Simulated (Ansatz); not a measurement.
# BaTiO3 and the effect of the Hubbard U on Ti d

```yaml
crystal:
  lattice:
    - [3.98550, 0.00000, 0.00000]
    - [0.00000, 2.83690, 2.84515]
    - [0.00000, -2.83690, 2.84515]
  atoms:
    - { symbol: Ba, position: [0.00000, 0.00000, 0.00000] }
    - { symbol: Ti, position: [0.50000, 0.51240, 0.51240] }
    - { symbol: O, position: [0.50000, 0.99184, 0.50524] }
    - { symbol: O, position: [0.50000, 0.50524, 0.99184] }
    - { symbol: O, position: [0.00000, 0.48740, 0.48740] }
```

The cell comes from a database or a generator and needn't be the form met in nature.

Kept alike: task projected density of states; functional PBEsol; k mesh 7 × 7 × 7; occupations fermi-dirac, width 0.05 eV; no spin polarisation. Program: Ansatz, Ansatz PAW, cutoff 420 eV. The mesh is that of the run's cell of 5 atoms. No spin-orbit coupling.

| Hubbard U on Ti d, U (eV) | pressure (GPa) |
| --- | --- |
| 0 | -3.94 |
| 1 | -3.64 |
| 2 | -3.33 |
| 3 | -2.99 |
| 4 | -2.63 |
| 5 | -2.24 |
| 6 | -1.83 |
| 8 | -0.90 |

Pressure is positive in compression, with a Pulay correction for the finite cutoff. U acts here on a shell without spin polarisation. How U acts hangs on the program's projectors. All rows use potentials made for PBE. U is the effective U - J on orthogonalised atomic projectors. Double counting: fully localised limit (the default).

The pressure rises from -3.94 to -0.90 GPa between 0 and 8 eV. U localises the shell and weakens its bonds, so the cell pushes outwards.

The pressure stays negative at every U, so the fixed cell is stretched relative to the volume this setup would prefer, and even 8 eV doesn't remove the tendency to contract. The response is monotonic and steepens gradually towards large U.

Titanium is formally d0 here, so the correction has no filled d shell to localise. The d occupation comes mainly from covalent mixing of O 2p with the nominally empty Ti 3d states. For such weakly occupied orbitals U acts as an upward shift, which widens the p-d separation and reduces the mixing. The loss of covalent attraction probably accounts for the weaker inward pull.

The same hybridisation helps drive the off-centre displacement of Ti in this polar cell, which suggests that a large U would also weaken the ferroelectric distortion. Testing that would need the atoms and cell shape to be relaxed at each U, since pressure alone doesn't separate a change in volume from a change in polar distortion.
